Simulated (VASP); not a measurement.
Wanted: the native input for a VASP 6.6.1 run.

```yaml
Task: band structure
Functional: PBE
Potentials_or_basis: VASP PAW PBE potentials, release 64 (Pb_d)
Cutoff: 520 eV
k_mesh: 7 × 7 × 4
Occupations: fermi-dirac, width 0.05 eV
Spin: no spin polarisation
Further_INCAR_settings: ALGO = Normal; EDIFF = 1e-06; NBANDS = 21
```

Crystal: Pb.

```
Pb
1.0
     3.48000    0.00000    0.00000
    -1.74000    3.01377    0.00000
     0.00000    0.00000    5.59000
Pb
2
Direct
  0.66667 0.33333 0.75000
  0.33333 0.66667 0.25000
```

This isn't the form of Pb at room conditions, which is fcc.

One way to write it, as run:

POSCAR

```
Pb
1.0
    3.4800000000      0.0000000000      0.0000000000
   -1.7400000000      3.0137684052      0.0000000000
    0.0000000000      0.0000000000      5.5900000000
Pb
2
Direct
    0.6666666667      0.3333333333      0.7500000000
    0.3333333333      0.6666666667      0.2500000000
```

INCAR.step1

```
SYSTEM = Pb
  PREC = Accurate
  ENCUT = 520
  EDIFF = 1E-6
  ISMEAR = -1
  SIGMA = 0.05
  LREAL = .FALSE.
  LASPH = .TRUE.
  NELM = 80
  ALGO = Normal
  ISIF = 2
  LWAVE = .FALSE.
  LCHARG = .TRUE.
  GGA = PE
  NBANDS = 21
```

KPOINTS.step1

```
regular mesh
0
G
  7 7 4
  0 0 0
```

INCAR.step2

```
SYSTEM = Pb
  PREC = Accurate
  ENCUT = 520
  EDIFF = 1E-6
  ISMEAR = 0
  SIGMA = 0.05
  LREAL = .FALSE.
  LASPH = .TRUE.
  NELM = 80
  ALGO = Normal
  ISIF = 2
  LWAVE = .FALSE.
  LCHARG = .FALSE.
  GGA = PE
  NBANDS = 21
  ICHARG = 11
```

KPOINTS.step2

```
path GMKGALHA,LM,KH
15
line-mode
reciprocal
 0.0000000000  0.0000000000  0.0000000000  G
 0.5000000000  0.0000000000  0.0000000000  M

 0.5000000000  0.0000000000  0.0000000000  M
 0.3333333333  0.3333333333  0.0000000000  K

 0.3333333333  0.3333333333  0.0000000000  K
 0.0000000000  0.0000000000  0.0000000000  G

 0.0000000000  0.0000000000  0.0000000000  G
 0.0000000000  0.0000000000  0.5000000000  A

 0.0000000000  0.0000000000  0.5000000000  A
 0.5000000000  0.0000000000  0.5000000000  L

 0.5000000000  0.0000000000  0.5000000000  L
 0.3333333333  0.3333333333  0.5000000000  H

 0.3333333333  0.3333333333  0.5000000000  H
 0.0000000000  0.0000000000  0.5000000000  A

 0.5000000000  0.0000000000  0.5000000000  L
 0.5000000000  0.0000000000  0.0000000000  M

 0.3333333333  0.3333333333  0.0000000000  K
 0.3333333333  0.3333333333  0.5000000000  H
```

Potentials or basis: VASP PAW PBE potentials, release 64 (Pb_d).

Run with:

```bash
$ cat potpaw_PBE.64/Pb_d/POTCAR > POTCAR
$ cp INCAR.step1 INCAR
$ cp KPOINTS.step1 KPOINTS
$ mpirun -np 1 vasp_std > vasp.out
$ cp INCAR.step2 INCAR
$ cp KPOINTS.step2 KPOINTS
$ mpirun -np 1 vasp_std > vasp.out
```

Results of the run:

- Band gap along the path: none (metal or under the smearing width)

Caveat: the log is that of the step along the path at fixed density, whose energy, stress, charges and moments have no meaning; spin-orbit coupling is left out, which moves the levels of the heavy elements.

Run time: 75 s on 1 thread of Intel(R) Xeon(R) Platinum 8559C (Emerald Rapids), on a shared host, peak memory 0.26 GiB.
